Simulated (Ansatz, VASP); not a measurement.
One calculation of Al, two programs

```
Al
1.0
     0.00000    2.70411    2.70411
     2.70411    0.00000    2.70411
     2.70411    2.70411    0.00000
Al
2
Direct
  0.87500 0.87500 0.87500
  0.12500 0.12500 0.12500
```

Change from the starting cell: volume scaled by 0.75, LAPW.

Alike in both runs: task single point; functional LDA; k mesh 12 × 12 × 12; occupations fermi-dirac, width 0.08 eV; no spin polarisation.

```csv
,VASP,Ansatz
version,VASP 6.6.1,Ansatz 0.2.0
potentials or method,"VASP PAW LDA potentials, release 64 (Al), cutoff 520 eV","all-electron LAPW, scalar-relativistic"
```

Ansatz gave:

| Quantity | Value |
| --- | --- |
| pressure (GPa) | 20.7 |

Task: What did VASP give for the same quantities?

Result: Pressure (GPa): 21.1.

Ansatz ran all-electron here, so the differences hold the error of VASP's frozen core and of both bases.

Caveats: so large a pressure means that the cell lies far from this level's equilibrium, or that cutoff or potentials fall short (VASP).
